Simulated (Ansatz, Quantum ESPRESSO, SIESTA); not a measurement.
# One calculation of InSe, 3 ways

```
In Se
1.0
     4.04733    0.00000    0.00000
    -2.02366    3.50509    0.00000
     0.00000    0.00000   18.05206
In Se
4 4
Direct
  0.33333 0.66667 0.07739
  0.33333 0.66667 0.92261
  0.00000 0.00000 0.42261
  0.00000 0.00000 0.57739
  0.33333 0.66667 0.35298
  0.33333 0.66667 0.64702
  0.66667 0.33333 0.14700
  0.66667 0.33333 0.85300
```

Measurements of this composition are mostly on another form, of space group No. 160.

Alike in all runs: task band structure; functional PBEsol; k mesh 8 × 8 × 2; occupations fermi-dirac, width 0.05 eV; no spin polarisation; no spin-orbit coupling. Pressure is positive in compression and, in plane waves, holds the error of the finite cutoff. Gaps are the smaller of the mesh's and the band path's.

```tsv
program and potentials	plane-wave cutoff (eV)	notes	band gap (eV)	pressure (GPa)	largest force (eV/Å)
Quantum ESPRESSO, GBRV 1.5 PBEsol	762	9.5 valence electrons an atom on average	0.62	-0.93	0.067
SIESTA, files PseudoDojo sr-pbesol-0.4.1-standard, DZP (energy shift 0.003 Ry; two zetas on semicore shells)	-	atomic basis; 14.5 valence electrons an atom on average	0.66	-0.03	0.303
Ansatz, all-electron LAPW, scalar-relativistic	-	-	0.64	-0.78	0.061
```

Force on atom 1 (In), eV/Å:

```tsv
program and potentials	x	y	z
Quantum ESPRESSO, GBRV 1.5 PBEsol	0.000	0.000	-0.067
SIESTA, files PseudoDojo sr-pbesol-0.4.1-standard, DZP (energy shift 0.003 Ry; two zetas on semicore shells)	0.000	0.000	-0.301
Ansatz, all-electron LAPW, scalar-relativistic	0.000	0.000	-0.061
```

The band gap spans 0.62 (Quantum ESPRESSO, GBRV 1.5 PBEsol) to 0.66 eV (SIESTA, files PseudoDojo sr-pbesol-0.4.1-standard, DZP (energy shift 0.003 Ry; two zetas on semicore shells)), with all-electron results at 0.64. The pressure spans -0.93 (Quantum ESPRESSO, GBRV 1.5 PBEsol) to -0.03 GPa (SIESTA, files PseudoDojo sr-pbesol-0.4.1-standard, DZP (energy shift 0.003 Ry; two zetas on semicore shells)), with all-electron results at -0.78. Spin-orbit coupling, left out here, moves the band edges of heavy atoms. Rows in atomic bases carry the error of their basis and grid, which can be large.

Differences between rows come from potentials, basis sets and numerical settings, since the functional is the same but for its coding. Runs on potential files found faulty are left out.
